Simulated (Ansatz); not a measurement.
Starting cell, BeO (wurtzite):

```
BeO
1.0
    5.42363     0.00000     0.00000
   -1.35591     2.34850     0.00000
    0.00000     0.00000     4.40456
Be O
4 4
Direct
  0.33333   0.33333   0.00149
  0.83333   0.33333   0.00149
  0.16667   0.66667   0.50149
  0.66667   0.66667   0.50149
  0.33333   0.33333   0.62371
  0.83333   0.33333   0.62371
  0.16667   0.66667   0.12371
  0.66667   0.66667   0.12371
```

A phonon eigenvector at M = (0.5, 0.0, 0.0) is frozen into this cell: atom i moves by Q times the vector below, so Q is the largest atomic displacement, in Å. The cell is held. (q is in reciprocal vectors of the primitive cell; the cell shown is doubled to hold the pattern.)

```
atom       x       y       z
----  ------  ------  ------
Be1   -0.063  -0.037   0.960
Be2    0.063   0.037  -0.960
Be3    0.063   0.037   0.960
Be4   -0.063  -0.037  -0.960
O5     0.091   0.053   0.994
O6    -0.091  -0.053  -0.994
O7    -0.091  -0.053   0.994
O8     0.091   0.053  -0.994
```

Calculation: PBE (plane waves to 420 eV, PAW, scalar-relativistic; Ansatz, a quantum-chemistry and plane-wave program). k mesh 7×14×8 (Γ-centred), Fermi-Dirac smearing 0.05 eV. Energies are smeared free energies. BeO was relaxed with its symmetry unable to fall. ΔE is measured from the undisplaced structure.

| Q (Å) | ΔE (meV/cell) |
|---|---|
| -0.2800 | 2335 |
| -0.2333 | 1632 |
| -0.1867 | 1051 |
| -0.1400 | withheld |
| -0.0933 | 265 |
| -0.0467 | 66 |
| 0.0000 | 0 |
| 0.0467 | 66 |
| 0.0933 | 265 |
| 0.1400 | withheld |
| 0.1867 | 1051 |
| 0.2333 | 1632 |
| 0.2800 | 2335 |

**Question.** Fit an even polynomial form (powers 2, 4) to the given rows and predict ΔE at Q = 0.1400.

**Answer.** Least squares on the 11 given rows: ΔE = (30450)·Q² + (-8532)·Q⁴, in meV/cell with Q in Å; root-mean-square residual 0.3 meV/cell. At 0.1400 the fit gives 594 meV/cell; the calculation gives 594 meV/cell, the same to the digits shown. The quadratic term alone would give 597 meV/cell.

(For displaced atoms, the force is minus the slope of the energy, and its curvature is a force constant, which sets phonon frequencies.)
